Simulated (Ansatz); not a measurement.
A film clamped to a substrate in ZnS

Computed with DFT r2SCAN, scalar-relativistic, plane waves, PAW (Ansatz 0.2.0). The runs took a 500 eV cutoff, a Γ-centred 6×6×4 mesh and Gaussian smearing (0.05 eV). No spin polarisation. Energies are free energies at this smearing, counted from the undisturbed cell; pressure is positive in compression.

The undisturbed cell (relaxed at this level):

```
CELL_PARAMETERS angstrom
3.80672 0.00000 0.00000
-1.90336 3.29672 0.00000
0.00000 0.00000 6.24574
ATOMIC_POSITIONS crystal
Zn 0.33333 0.66667 0.00539
Zn 0.66667 0.33333 0.50539
S 0.33333 0.66667 0.37961
S 0.66667 0.33333 0.87961
```

The cell (4 atoms, V0 = 78.38 Å³) is strained by p along both x and y and by q along z, fractional coordinates fixed. τp = (1/V0) ∂E/∂p = (σxx + σyy)(1 + p)(1 + q) and τq = (1/V0) ∂E/∂q = σzz(1 + p)², with tension positive.

| p | q | ΔE (meV/atom) | τp (GPa) | τq (GPa) |
| --- | --- | --- | --- | --- |
| 0.000 | 0.000 | 0.00 | 0.04 | 0.03 |
| -0.040 | 0.000 | 45.23 | -19.78 | -2.57 |
| 0.040 | 0.000 | 35.23 | 13.46 | 2.21 |
| 0.000 | -0.040 | 19.96 | -2.46 | -8.77 |
| 0.000 | 0.040 | 15.55 | 2.27 | 5.92 |

Get the second derivatives of the energy density.

Central differences give A = ∂τp/∂p = 415 GPa (C11 + C22 + 2 C12), C = ∂τq/∂q = 184 GPa (C33) and the cross term B = ∂τq/∂p = 60 GPa (C13 + C23); ∂τp/∂q = 59 GPa must equal B, and any difference shows higher-order terms. Steps this large leave an error of some per cent of A or C in all of these, which can swamp a small B. The ions are clamped.

A film of this crystal grows with z along the normal on a substrate that imposes p. How does its thickness respond, and what does the misfit cost?

Count p and q from the stress-free cell. A free surface needs τq = 0, so q = −(B/C) p = -0.33 p. The energy density left is (A − B²/C) p²/2 = M p², with the biaxial modulus M = 198 GPa; a misfit of 1 % costs 2.42 meV/atom, against 2.54 meV/atom if the thickness were held.

At p = -0.080 the energies along q are 364.0 (q = -0.080), 258.0 (q = -0.040), 207.9 (q = 0.000), 195.8 (q = 0.040), 209.2 (q = 0.080) meV/atom.

Does the linear rule hold at this misfit?

A parabola through the lowest point and its neighbours has its minimum at q = 0.039, 195.8 meV/atom. With the stress left in the starting cell, τp0 and τq0, linear elasticity gives q = −(τq0 + Bp)/C = 0.026 and E = V0(τp0 p + τq0 q + Ap²/2 + Bpq + Cq²/2)/N = 154.7 meV/atom. The energies differ by more than a tenth, so the quadratic law fails here: the gap holds the anharmonic part, with some error from the wide steps. Cubic terms also shift the vertex of so wide a parabola.

Forces appear on the atoms along this scan, and letting them relax would lower the energy and soften the response.

In-plane compression thickens the film, but this relieves little of the misfit energy: 2.42 against 2.54 meV/atom at 1 % misfit. The weak coupling is largely a product of the fixed fractional coordinates. In-plane strain then leaves the Zn–S bond along z unchanged, while strain along z stretches it in full. In real wurtzite ZnS the sublattices shift, so that bond angles take up much of the deformation. This lowers C33 and raises C13, which is why the calculated thickness response of -0.33 is clearly weaker than the known elastic behaviour implies.

Compression costs more than equal tension along both directions, as overlap repulsion between the ions steepens at short distance while stretched bonds soften. The same asymmetry explains why the quadratic law gives too low an energy at p = -0.080. A substrate that stretches the film would probably cost less than that law predicts. No critical thickness follows from these bulk energies, since that also depends on the cost of misfit dislocations.
